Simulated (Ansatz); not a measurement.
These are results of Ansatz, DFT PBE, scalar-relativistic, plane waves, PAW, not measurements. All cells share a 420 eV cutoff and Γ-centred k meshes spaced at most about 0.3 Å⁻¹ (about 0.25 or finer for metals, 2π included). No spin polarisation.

Temperature and zero-point effects are left out.

Problem. Order these relaxed structures of Mg3SnN2 by energy, lowest first, with the energy over the lowest of them.
A.

```cif
data_structure
_symmetry_space_group_name_H-M 'P-4m2'
_symmetry_Int_Tables_number 115
_cell_length_a 3.6841
_cell_length_b 3.6841
_cell_length_c 6.6552
_cell_angle_alpha 90.000
_cell_angle_beta 90.000
_cell_angle_gamma 90.000
_cell_volume 90.33
loop_
_atom_site_label
_atom_site_type_symbol
_atom_site_symmetry_multiplicity
_atom_site_Wyckoff_symbol
_atom_site_fract_x
_atom_site_fract_y
_atom_site_fract_z
_atom_site_occupancy
Mg1 Mg 1 b 0.50000 0.50000 0.00000 1
Mg2 Mg 2 g 0.00000 0.50000 0.37848 1
Sn1 Sn 1 a 0.00000 0.00000 0.00000 1
N1 N 2 g 0.00000 0.50000 0.69061 1
```

B.

```cif
data_structure
_symmetry_space_group_name_H-M 'R-3m:H'
_symmetry_Int_Tables_number 166
_cell_length_a 6.7937
_cell_length_b 6.7937
_cell_length_c 14.6492
_cell_angle_alpha 90.000
_cell_angle_beta 90.000
_cell_angle_gamma 120.000
_cell_volume 585.55
loop_
_atom_site_label
_atom_site_type_symbol
_atom_site_symmetry_multiplicity
_atom_site_Wyckoff_symbol
_atom_site_fract_x
_atom_site_fract_y
_atom_site_fract_z
_atom_site_occupancy
Mg1 Mg 9 d 0.83333 0.16667 0.16667 1
Sn1 Sn 3 a 0.00000 0.00000 0.00000 1
N1 N 6 c 0.33333 0.66667 0.49974 1
```

C.

```cif
data_structure
_symmetry_space_group_name_H-M 'P6/mmm'
_symmetry_Int_Tables_number 191
_cell_length_a 5.9574
_cell_length_b 5.9574
_cell_length_c 11.0255
_cell_angle_alpha 90.000
_cell_angle_beta 90.000
_cell_angle_gamma 120.000
_cell_volume 338.88
loop_
_atom_site_label
_atom_site_type_symbol
_atom_site_symmetry_multiplicity
_atom_site_Wyckoff_symbol
_atom_site_fract_x
_atom_site_fract_y
_atom_site_fract_z
_atom_site_occupancy
Mg1 Mg 3 g 0.50000 0.00000 0.50000 1
Sn1 Sn 1 b 0.00000 0.00000 0.50000 1
N1 N 2 e 0.00000 0.00000 0.04999 1
```

D.

```cif
data_structure
_symmetry_space_group_name_H-M 'P6/mmm'
_symmetry_Int_Tables_number 191
_cell_length_a 5.7687
_cell_length_b 5.7687
_cell_length_c 2.9891
_cell_angle_alpha 90.000
_cell_angle_beta 90.000
_cell_angle_gamma 120.000
_cell_volume 86.14
loop_
_atom_site_label
_atom_site_type_symbol
_atom_site_symmetry_multiplicity
_atom_site_Wyckoff_symbol
_atom_site_fract_x
_atom_site_fract_y
_atom_site_fract_z
_atom_site_occupancy
Mg1 Mg 3 g 0.50000 0.00000 0.50000 1
Sn1 Sn 1 a 0.00000 0.00000 0.00000 1
N1 N 2 c 0.33333 0.66667 0.00000 1
```

Solution. D (0 meV/atom), B (508 meV/atom), C (526 meV/atom), A (585 meV/atom). Forms: D P6/mmm; B R-3m; C P6/mmm; A P-4m2. Counting N atoms around Mg and Sn (those within 1.25 times the shortest such distance or 1.15 times the sum of covalent radii; a plus sign parts nearer from farther groups; the shortest distance is added where it exceeds 1.18 times the sum of covalent radii; a slash parts the counts of unlike sites): D has Mg 4, Sn 6 from 3.3 Å; B has Mg 2, Sn 2; C has Mg 4+8 from 5.8 Å, Sn 2+2 from 5.0 Å; A has Mg 1/4 from 2.8 Å, Sn 4 from 2.8 Å. C holds N–N pairs as short as in free N₂ molecules (shortest 1.10 Å) (bonds between like non-metal atoms; other contacts aren't counted). All come from invented guesses.

The k mesh leaves some 4 meV/atom of noise in the energy of each metallic cell. Weakly bound directions are ill-defined at this level, which has no dispersion term (P6/mmm at 56.5 Å³/atom), and this can change margins and order among such cells. Cells relaxed within their symmetry can be saddle points. Some types were kept out of the candidates beforehand, so the set may lack a known form.
